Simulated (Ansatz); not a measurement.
Data:

CsI:
```xyz
2
Lattice="4.4014 0.0000 0.0000 0.0000 4.4014 0.0000 0.0000 0.0000 4.4014" Properties=species:S:1:pos:R:3 pbc="T T T"
Cs     0.0000     0.0000     0.0000
I      2.2007     2.2007     2.2007
```

This is the LDA-relaxed structure.

Problem. All from the program Ansatz at the LDA level (PAW), unless another level is named. Give the band gap.

Solution. 3.80 eV (indirect).

Problem. What about the electron effective mass, band 1 of 2 at the edge?

Solution. 1.2 along [100], 0.67 along [110], 0.46 along [111] (mₑ).

Problem. Next, the valence-band maximum?

Solution. at M.

Problem. Predict the weight of the conduction-edge state by species (Voronoi cells).

Solution. Cs 64 %, I 36 %.

Space group Pm-3m (CsCl type). The cell was relaxed with LDA under the symmetry of its start. Scalar-relativistic: spin–orbit coupling is off unless named, which matters more the heavier the elements.

Potentials: the later of the program's two PAW sets.
